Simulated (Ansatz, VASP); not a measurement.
# InP in VASP and in Ansatz

INCAR

```
  PREC = Accurate
  ENCUT = 600
  EDIFF = 1E-6
  ISMEAR = -1
  SIGMA = 0.05
  LREAL = F
  LASPH = T
  NELM = 80
  ALGO = Normal
  ISIF = 3
  LWAVE = F
  LCHARG = F
  GGA = RE
  IBRION = 2
  NSW = 60
  EDIFFG = -0.01
```

KPOINTS

```
Automatic mesh
0
Gamma
  8 8 8
```

POSCAR

```
InP
1.0
    0.0000000000      2.7688340000      2.7688340000
    2.7688340000      0.0000000000      2.7688340000
    2.7688340000      2.7688340000      0.0000000000
In P
1 1
Direct
    0.0000000000      0.0000000000      0.0000000000
    0.5000000000      0.5000000000      0.5000000000
```

input.yaml

```yaml
crystal:
  lattice:
    - [0.0, 2.768834, 2.768834]
    - [2.768834, 0.0, 2.768834]
    - [2.768834, 2.768834, 0.0]
  atoms:
    - { symbol: In, position: [0.0, 0.0, 0.0] }
    - { symbol: P, position: [0.5, 0.5, 0.5] }
hamiltonian:
  xc: revpbe
  pseudopotentials: { kind: paw }
kpoints:
  mp_grid: { grid: [8, 8, 8] }
scf:
  occupations: { method: fermi_dirac, width: 0.05 }
output:
  forces: true
  stress: true
  eigenvalues: true
  write_density: true
  write_potential: true
  elf: true
  volumetric_format: npy
relax:
  f_tol: 0.01
  max_steps: 40
  cell: { stress_tol: 0.05 }
```

Measurements of this composition are mostly on another form, of space group No. 216.

Alike in both runs: task relaxation of cell and atoms; functional revPBE; k mesh 8 × 8 × 8; occupations fermi-dirac, width 0.05 eV; no spin polarisation.

|  | VASP | Ansatz |
| --- | --- | --- |
| version | VASP 6.6.1 | Ansatz 0.2.0 |
| potentials or method | VASP PAW PBE potentials, release 64 (In_d, P) | Ansatz PAW |
| plane-wave cutoff (eV) | 600 | 420 |
| valence electrons in the cell | 18 | 18 |

|  | VASP | Ansatz | Ansatz less VASP |
| --- | --- | --- | --- |
| gap on the k mesh at the Fermi level, each at its own relaxed structure (eV) | none | none | - |
| relaxed volume (Å³/atom) | 21.61 | 21.62 | +0.016 |
| relaxed cell length with the largest relative difference (Å) | 3.939 | 3.940 | +0.0010 |
| energy change over the relaxation (meV/atom) | -1 | -2 | -0.1 |

A gap of «none» marks a metal or a gap that the smearing closes.

Caveats: the PAW data sets were made with another functional, which shifts forces and pressure a little (VASP); the plane-wave basis is chosen anew once the cell has moved, so the energies of steps on either side of that aren't comparable (Ansatz); the PAW data sets come from PBE, with cores solved anew for the run's functional, which leaves a small shift of forces and pressure (Ansatz).
